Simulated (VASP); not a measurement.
# Si12C11 (a cell with a defect) in VASP: notebook, part 2 of 2

VASP 6.6.1. The steps go on from the part before.

## (4) Single point, HSE06, collinear spin, ferromagnetic start

POSCAR

```
Si12C11                                 
1.0
    0.0000000000      6.5370000000      6.5370000000
    4.3580000000      0.0000000000      4.3580000000
    4.3580000000      4.3580000000      0.0000000000
  Si              C             
    12    11
Direct
     0.9961082847863916    0.9968848571961597    0.9943669997777312
     0.9974659190233658    0.9955215487887729    0.5144482063876087
     0.9980182852837666    0.5155664667831300    0.9932661882040938
     0.9977907147871841    0.5028617988801265    0.5002390077049795
     0.3358413894099381    0.0014715168028655    0.9974234606753594
     0.3343055618378816    0.9997530260073042    0.4993910061056629
     0.3343294208388694    0.5023757347720558    0.9969058556898749
     0.3342037945520960    0.5022396562290855    0.4986664118994836
     0.6665802390495760    0.0006810153929240    0.9985988380270718
     0.6656614033494731    0.0001488064923502    0.5015230650747605
     0.6656203359106291    0.5042223410168549    0.9974178723648660
     0.6657843298568494    0.5027113287898192    0.5001971758476673
     0.0847204253591903    0.1292243104883420    0.6217282557437041
     0.0847684076516701    0.6241960776617136    0.1266079396017441
     0.0851644209843386    0.6239058529585806    0.6213454763743066
     0.4136524996350406    0.1281537528612292    0.1252852237886746
     0.4135395326648388    0.1285834762934965    0.6252454032430569
     0.4133920856307639    0.6292539086483961    0.1249970384372005
     0.4164428790802157    0.6268014293950430    0.6238725069911150
     0.7472334730908752    0.1287863414797902    0.1262069860695467
     0.7498230794516175    0.1277304567329737    0.6219885077997372
     0.7501566056397302    0.6239655633543986    0.1251855602203326
     0.7492759121257115    0.6271047329746054    0.6244230139714287
```

INCAR.step1

```
ALGO = Normal
EDIFF = 1E-5
ENCUT = 450
GGA = PE
ISIF = 2
ISMEAR = 0
ISPIN = 2
ISYM = -1
KPAR = 2
LASPH = T
LCHARG = F
LORBIT = 11
LREAL = Auto
LWAVE = T
MAGMOM = 0.25 0.25 0.25 0 0.25 0 0 0 0 0 0 0 0 0 0 0 0 0 0 0 0 0 0
NELECT = 91.0
NELM = 70
NKRED = 2
NUPDOWN = 1
PREC = Accurate
SIGMA = 0.03
TIME = 0.4
```

INCAR.step2

```
ALGO = Damped
EDIFF = 1E-4
ENCUT = 450
GGA = PE
HFSCREEN = 0.2
ISIF = 2
ISMEAR = 0
ISPIN = 2
ISTART = 1
ISYM = -1
KPAR = 2
LASPH = T
LCHARG = F
LHFCALC = T
LORBIT = 11
LREAL = Auto
LWAVE = F
MAGMOM = 0.25 0.25 0.25 0 0.25 0 0 0 0 0 0 0 0 0 0 0 0 0 0 0 0 0 0
NELECT = 91.0
NELM = 70
NKRED = 2
NUPDOWN = 1
PREC = Accurate
PRECFOCK = Fast
SIGMA = 0.03
TIME = 0.4
```

KPOINTS

```
k-points
0
Gamma
  2 2 2
```

Launch:

```bash
> cat potpaw_PBE.64/Si/POTCAR potpaw_PBE.64/C/POTCAR > POTCAR
> cp INCAR.step1 INCAR
> mpirun -np 4 vasp_std > vasp.out
> cp INCAR.step2 INCAR
> mpirun -np 4 vasp_std > vasp.out
```

Wall time 3.7 min (4 MPI ranks of AMD EPYC 9R45 (Zen 5), shared host); peak memory 0.55 GiB.

It converged, with:

```
Free energy                                           : -205.7400 eV
Largest force                                         : 0.338 eV/Å
Net moment                                            : 1.00 μB per cell
Site moments                                          : Si +0.09, +0.00, +0.03, +0.01; C +0.00, -0.00, +0.02, +0.01 μB
Valence electrons inside the program's atomic spheres : Si 1.64, 1.65, 1.69, 1.63, 1.66, 1.68; C 2.53, 2.54, 2.55, 2.52
```

Forces on the atoms (eV/Å):
```
Si   0.079 -0.035 -0.040
Si  -0.007 -0.073 -0.065
Si   0.009 -0.078 -0.070
Si   0.102 -0.037 -0.033
Si  -0.204  0.199  0.181
Si  -0.091  0.031  0.056
Si  -0.096  0.052  0.035
Si   0.022  0.036  0.030
Si   0.008  0.031  0.041
Si  -0.094 -0.006  0.033
Si  -0.091  0.034 -0.002
Si   0.029  0.012  0.015
C   -0.011  0.019 -0.059
C   -0.007 -0.059  0.024
C    0.059  0.015  0.018
C    0.052 -0.064 -0.055
C    0.079  0.003 -0.073
C    0.066 -0.054 -0.019
C    0.016 -0.025 -0.026
C    0.032  0.010  0.015
C    0.019  0.015 -0.017
C    0.030 -0.025  0.011
C    0.000 -0.002 -0.001
```

Caveat: the k mesh is coarse (spacing up to 0.62 Å⁻¹), so the values aren't converged, least of all with exact exchange; the cell is charged against a uniform background, so pressure and absolute levels hang on convention; the cutoff is under 1.25 times the usual one of these potentials, so pressure, stress and relaxed cells hold a basis-set (Pulay) error; the PAW data sets were made with another functional, which shifts forces and pressure a little; the total moment is fixed, so each spin has its own Fermi level.

## (5) Single point, PBEsol, collinear spin, ferromagnetic start

INCAR

```
SYSTEM = Si12C11
ALGO     = Normal         ! electronic algorithm
EDIFF    = 1E-5           ! SCF threshold, eV
ENCUT    = 450            ! plane-wave cutoff, eV
GGA      = PS             ! functional
ISIF     = 2              ! what is computed and relaxed
ISMEAR   = 0              ! smearing method
ISPIN    = 2              ! spin polarisation
LASPH    = .TRUE.         ! aspherical terms in the spheres
LCHARG   = .FALSE.        ! write CHGCAR
LORBIT   = 11             ! projections on sites
LREAL    = Auto         
LWAVE    = .FALSE.        ! write WAVECAR
MAGMOM   = 0.25 0.25 0.25 0 0.25 0 0 0 0 0 0 0 0 0 0 0 0 0 0 0 0 0 0 ! initial moments
NELECT   = 91.0         
NELM     = 120            ! most SCF steps
PREC     = Accurate       ! precision mode
SIGMA    = 0.03           ! smearing width, eV
```

KPOINTS

```
k-points
0
G
  2 3 3
  0 0 0
```

POSCAR

```
Si12C11
1.0
    0.0000000000      6.5370000000      6.5370000000
    4.3580000000      0.0000000000      4.3580000000
    4.3580000000      4.3580000000      0.0000000000
Si C
12 11
Direct
    0.0000000000      0.0000000000      0.0000000000
    0.0000000000      0.0000000000      0.5000000000
    0.0000000000      0.5000000000      0.0000000000
    0.0000000000      0.5000000000      0.5000000000
    0.3333330000      0.0000000000      0.0000000000
    0.3333330000      0.0000000000      0.5000000000
    0.3333330000      0.5000000000      0.0000000000
    0.3333330000      0.5000000000      0.5000000000
    0.6666670000      0.0000000000      0.0000000000
    0.6666670000      0.0000000000      0.5000000000
    0.6666670000      0.5000000000      0.0000000000
    0.6666670000      0.5000000000      0.5000000000
    0.0833333333      0.1250000000      0.6250000000
    0.0833333333      0.6250000000      0.1250000000
    0.0833333333      0.6250000000      0.6250000000
    0.4166663333      0.1250000000      0.1250000000
    0.4166663333      0.1250000000      0.6250000000
    0.4166663333      0.6250000000      0.1250000000
    0.4166663333      0.6250000000      0.6250000000
    0.7500003333      0.1250000000      0.1250000000
    0.7500003333      0.1250000000      0.6250000000
    0.7500003333      0.6250000000      0.1250000000
    0.7500003333      0.6250000000      0.6250000000
```

Potentials or basis: VASP PAW PBE potentials, release 64 (Si, C).

Launch:

```bash
> cat potpaw_PBE.64/Si/POTCAR potpaw_PBE.64/C/POTCAR > POTCAR
> mpirun -np 1 vasp_std > vasp.out
```

OUTCAR:

```text
SYSTEM = Si12C11
   EDIFF = 1E-5
   ENCUT = 450
   GGA = PS
   ISIF = 2
   ISMEAR = 0
   ISPIN = 2
   LASPH = .TRUE.
   LORBIT = 11
   LREAL = Auto
   NELECT = 91.0
   NELM = 120
   PREC = Accurate

 ion  position               nearest neighbor table
   1  0.000  0.000  0.000-  20 1.89  14 1.89  13 1.89   9 3.08   5 3.08  11 3.08  10 3.08   6 3.08
                             7 3.08   2 3.08   4 3.08   3 3.08   3 3.08   4 3.08   2 3.08
   2  0.000  0.000  0.500-  21 1.89  13 1.89  15 1.89  10 3.08   6 3.08  12 3.08   9 3.08   5 3.08
                             8 3.08   1 3.08   3 3.08   4 3.08   3 3.08   4 3.08   1 3.08
   3  0.000  0.500  0.000-  22 1.89  14 1.89  15 1.89  11 3.08   7 3.08  12 3.08   9 3.08   8 3.08
                             5 3.08   2 3.08   4 3.08   4 3.08   1 3.08   2 3.08   1 3.08
   4  0.000  0.500  0.500-  23 1.89  15 1.89  13 1.89  14 1.89   8 3.08  12 3.08  11 3.08  10 3.08
                             7 3.08   6 3.08   1 3.08   3 3.08   2 3.08   1 3.08   2 3.08   3 3.08
   5  0.333  0.000  0.000-  16 1.89  17 1.89  18 1.89   1 3.08   3 3.08   2 3.08   7 3.08   6 3.08
                             6 3.08   8 3.08   7 3.08   8 3.08  10 3.08  11 3.08   9 3.08
   6  0.333  0.000  0.500-  13 1.89  17 1.89  16 1.89  19 1.89   2 3.08   1 3.08   4 3.08   5 3.08
                             8 3.08   5 3.08   7 3.08   7 3.08   8 3.08   9 3.08  12 3.08  10 3.08
   7  0.333  0.500  0.000-  14 1.89  18 1.89  16 1.89  19 1.89   3 3.08   1 3.08   4 3.08   5 3.08
                             8 3.08   6 3.08   8 3.08   5 3.08   6 3.08  12 3.08   9 3.08  11 3.08
   8  0.333  0.500  0.500-  15 1.89  19 1.89  18 1.89  17 1.89   4 3.08   3 3.08   2 3.08   6 3.08
                             7 3.08   5 3.08   7 3.08   5 3.08   6 3.08  11 3.08  10 3.08  12 3.08
   9  0.667  0.000  0.000-  20 1.89  21 1.89  22 1.89  16 1.89   1 3.08   2 3.08   3 3.08  10 3.08
[... 4 lines left out ...]
                            10 3.08  12 3.08  12 3.08   9 3.08  10 3.08   5 3.08   8 3.08   7 3.08
  12  0.667  0.500  0.500-  23 1.89  22 1.89  21 1.89  19 1.89   4 3.08   3 3.08   2 3.08  10 3.08
                             9 3.08  11 3.08  11 3.08   9 3.08  10 3.08   6 3.08   7 3.08   8 3.08
  13  0.083  0.125  0.625-   6 1.89   2 1.89   4 1.89   1 1.89
  14  0.083  0.625  0.125-   7 1.89   3 1.89   4 1.89   1 1.89
  15  0.083  0.625  0.625-   8 1.89   4 1.89   2 1.89   3 1.89
  16  0.417  0.125  0.125-   5 1.89   6 1.89   7 1.89   9 1.89
  17  0.417  0.125  0.625-   6 1.89   5 1.89   8 1.89  10 1.89
  18  0.417  0.625  0.125-   7 1.89   5 1.89   8 1.89  11 1.89
  19  0.417  0.625  0.625-   8 1.89   7 1.89   6 1.89  12 1.89
  20  0.750  0.125  0.125-   1 1.89   9 1.89  10 1.89  11 1.89
  21  0.750  0.125  0.625-   2 1.89  10 1.89   9 1.89  12 1.89
  22  0.750  0.625  0.125-   3 1.89  11 1.89   9 1.89  12 1.89
  23  0.750  0.625  0.625-   4 1.89  12 1.89  11 1.89  10 1.89

  LATTYP: Found a face centered orthorhombic cell.
 ALAT       =     6.1631427048
 B/A-ratio  =     1.7320508076
 C/A-ratio  =     2.4494897428

  Lattice vectors:

 A1 = (   0.0000000000,   6.5370000000,   6.5370000000)
 A2 = (  -4.3580000000,   2.1790000000,   6.5370000000)
 A3 = (   4.3580000000,   0.0000000000,   4.3580000000)

Analysis of symmetry for initial positions (statically):
=====================================================================
 Subroutine PRICEL returns:
 Original cell was already a primitive cell.

 Routine SETGRP: Setting up the symmetry group for a
 face centered orthorhombic supercell.

 Subroutine GETGRP returns: Found  2 space group operations
 (whereof  2 operations were pure point group operations)
 out of a pool of  8 trial point group operations.

The static configuration has the point symmetry C_1h.

Analysis of symmetry for dynamics (positions and initial velocities):
=====================================================================
 Subroutine PRICEL returns:
 Original cell was already a primitive cell.
[... 173 lines left out ...]
  Thomas-Fermi vector in A             =   2.307992
   LORBIT       =     11    0 simple, 1 ext, 2 COOP (PROOUT), +10 PAW based schemes
   GGA     = PS    functional components
   LHFCALC =     F    Hartree Fock is set to
   AEXX    =    0.0000 exact exchange contribution
   IVDW    =     0    specifies the selected vdW correction
   LEPSILON=     F    determine dielectric tensor
   LRPA    =     F    only Hartree local field effects (RPA)
 spin polarized calculation
 Gauss-broadening in eV      SIGMA  =   0.03
  energy-cutoff  :      450.00
  volume of cell :      248.30
 maximum number of plane-waves:      5443
 NGX is ok and might be reduce to    64

 number of electron      91.0000005 magnetization       0.1040576

 Free energy of the ion-electron system (eV)
  ---------------------------------------------------
  ext. energy  EPLUGINS =         0.00000000
  ---------------------------------------------------
  free energy    TOTEN  =      -186.47354521 eV

  energy without entropy =     -186.47132122  energy(sigma->0) =     -186.47243321

 E-fermi :   8.8493     XC(G=0): -11.3279

 val. band max:        8.8296869570   @ k =   0.5000   0.3333   0.0000
 cond. band min:       8.8564023820   @ k =   0.5000   0.3333   0.3333
 fundamental gap:      0.0267154250
 Fermi energy:         8.8493422919

 spin component 1

 k-point     1 :       0.0000    0.0000    0.0000
  band No.  band energies     occupation
      1      -7.4215      1.00000
      2      -5.4492      1.00000
      3      -5.3280      1.00000
      4      -4.0262      1.00000
      5      -3.9740      1.00000
      6      -3.8169      1.00000
[... 469 lines left out ...]
     56      13.3089      0.00000
     57      13.6801      0.00000
 Fermi energy:         8.8493422919

 spin component 2

 k-point     1 :       0.0000    0.0000    0.0000
  band No.  band energies     occupation
      1      -7.4177      1.00000
      2      -5.4469      1.00000
      3      -5.3224      1.00000
      4      -4.0228      1.00000
      5      -3.9698      1.00000
      6      -3.8147      1.00000
[... 469 lines left out ...]
     56      13.3150      0.00000
     57      13.6900      0.00000
 [bands above 57 left out]

------------------------ aborting loop because EDIFF is reached ----------------------------------------

  FORCE on cell =-STRESS in cart. coord.  units (eV):
  Direction    XX          YY          ZZ          XY          YZ          ZX
  --------------------------------------------------------------------------------------
  -------------------------------------------------------------------------------------
  Total      -14.6068923    -13.0419496    -13.0419496      1.5947898     -0.4923180      1.5947898
  in kB      -94.2508935    -84.1531091    -84.1531091     10.2903726     -3.1766794     10.2903726
  external PRESSURE =     -87.5190372 kB  Pullay stress =       0.0000000 kB

 VOLUME and BASIS-vectors are now :
 -----------------------------------------------------------------------------
  energy-cutoff  :      450.00
  volume of cell :      248.30
      direct lattice vectors                 reciprocal lattice vectors
     0.000000000  6.537000000  6.537000000    -0.076487685  0.076487685  0.076487685
     4.358000000  0.000000000  4.358000000     0.114731528 -0.114731528  0.114731528
     4.358000000  4.358000000  0.000000000     0.114731528  0.114731528 -0.114731528

 POSITION                                       TOTAL-FORCE (eV/Angst)
 -----------------------------------------------------------------------------------
      0.00000      0.00000      0.00000        -0.635444     -0.561471     -0.561471
      2.17900      2.17900      0.00000         0.513309      0.784514     -0.564178
      2.17900      0.00000      2.17900         0.513309     -0.564178      0.784514
      4.35800      2.17900      2.17900         0.211483     -0.162485     -0.162485
      0.00000      2.17900      2.17900        -0.238620      0.451676      0.451676
      2.17900      4.35800      2.17900        -0.157554      0.282886     -0.159214
[... 15 lines left out ...]
      3.26850      5.44750      7.62650        -0.307541      0.307997     -0.305023
      5.44750      7.62650      7.62650        -0.010623      0.027681      0.027681
 -----------------------------------------------------------------------------------
    total drift:                               -0.004068     -0.000352     -0.000352

  FREE ENERGIE OF THE ION-ELECTRON SYSTEM (eV)
  ---------------------------------------------------
  free  energy   TOTEN  =      -186.4735452068 eV

  energy  without entropy=     -186.4713212197  energy(sigma->0) =     -186.47243321

 total charge

# of ion       s       p       d       tot
------------------------------------------
    1        0.742   0.884   0.000   1.626
    2        0.740   0.876   0.000   1.616
    3        0.740   0.876   0.000   1.616
    4        0.704   0.961   0.000   1.664
    5        0.726   0.872   0.000   1.598
    6        0.705   0.961   0.000   1.666
[... 15 lines left out ...]
   22        0.837   1.678   0.000   2.514
   23        0.831   1.692   0.000   2.523
--------------------------------------------------
tot         17.801  29.609   0.000  47.410

 magnetization (x)

# of ion       s       p       d       tot
------------------------------------------
    1        0.006   0.013   0.000   0.018
    2        0.002   0.003   0.000   0.004
    3        0.002   0.003   0.000   0.004
    4        0.000  -0.000   0.000  -0.000
    5        0.001   0.004   0.000   0.005
    6        0.000  -0.000   0.000   0.000
[... 15 lines left out ...]
   22        0.000  -0.000   0.000   0.000
   23        0.000   0.000   0.000   0.000
--------------------------------------------------
tot          0.015   0.030   0.000   0.045
```

It took 3.1 min on 1 thread of Intel Xeon 6975P-C (Granite Rapids), shared host; peak memory 0.53 GiB.

Results:

- Free energy: -186.4735 eV
- Largest force: 1.094 eV/Å
- Band gap on the k mesh: none (metal or under the smearing width)
- Net moment: 0.10 μB per cell
- Valence electrons inside the program's atomic spheres: Si 1.63, 1.62, 1.66, 1.60, 1.67, 1.65; C 2.51, 2.52

Forces in eV/Å, atoms in the order of the input:
```
Si  -0.635 -0.561 -0.561
Si   0.513  0.785 -0.564
Si   0.513 -0.564  0.785
Si   0.211 -0.162 -0.162
Si  -0.239  0.452  0.452
Si  -0.158  0.283 -0.159
Si  -0.158 -0.159  0.283
Si   0.139  0.179  0.179
Si  -0.470  0.258  0.258
Si  -0.108  0.398 -0.203
Si  -0.108 -0.203  0.398
Si   0.289  0.003  0.003
C   -0.026 -0.034  0.526
C   -0.026  0.526 -0.034
C   -0.535  0.013  0.013
C    0.198 -0.409 -0.409
C    0.409 -0.391 -0.403
C    0.409 -0.403 -0.391
C    0.008 -0.052 -0.052
C    0.398  0.012  0.012
C   -0.308 -0.305  0.308
C   -0.308  0.308 -0.305
C   -0.011  0.028  0.028
```

Levels at points of the mesh, in eV from the Fermi level:
Spin up:
```
           k point  band 42  band 43  band 44  band 45  band 46  band 47  band 48  band 49
(0.00, 0.00, 0.00)    -1.83    -1.40    -1.22    -1.19     0.44     0.77     1.44     1.72
(0.50, 0.00, 0.00)    -1.72    -1.67    -1.32    -1.32     0.23     0.33     0.63     1.64
```
Spin down:
```
           k point  band 42  band 43  band 44  band 45  band 46  band 47  band 48  band 49
(0.00, 0.00, 0.00)    -1.83    -1.40    -1.22    -1.19     0.45     0.79     1.45     1.74
(0.50, 0.00, 0.00)    -1.71    -1.67    -1.32    -1.32     0.26     0.34     0.64     1.65
```

Caveat: the k mesh is coarse (spacing up to 0.42 Å⁻¹), so the values aren't converged; the cell is charged against a uniform background, so pressure and absolute levels hang on convention; the cutoff is under 1.25 times the usual one of these potentials, so pressure, stress and relaxed cells hold a basis-set (Pulay) error; the PAW data sets were made with another functional, which shifts forces and pressure a little.

## (6) Overview

```tsv
level	fixed moment (μB)	cell	k mesh	grid for exact exchange (PRECFOCK)	screening parameter	mesh quality	moment (μB)	largest force (eV/Å)
PBEsol	1	P1, 10.8 Å³/atom	3 × 4 × 4	-	-	not flagged	1.00	0.17
PBEsol	3	P1, 10.8 Å³/atom	2 × 3 × 3	-	-	coarse	3.00	0.58
HSE06	1	P1, 10.8 Å³/atom	2 × 2 × 2	Fast	0.2 1/A	coarse	1.00	0.34
PBEsol	-	Cm, 10.8 Å³/atom	2 × 3 × 3	-	-	coarse	0.10	1.09
```

Some of these runs hold the atoms at other places in the same cell, which the table doesn't show; runs alike in all that it shows share one row.

Alike in all rows: task single point; potentials or basis VASP PAW PBE potentials, release 64 (Si, C); spin collinear, ferromagnetic start; cutoff (eV) 450; smearing gaussian 0.03 eV.

Caveats: some runs use coarse meshes; the cell is charged against a uniform background, so pressure and absolute levels hang on convention; the cutoff is under 1.25 times the usual one of these potentials, so pressure, stress and relaxed cells hold a basis-set (Pulay) error; the PAW data sets were made with another functional, which shifts forces and pressure a little; the total moment is fixed, so each spin has its own Fermi level (some runs).

Total energies depend on the potentials used, so only differences within one code and one set of settings carry meaning.
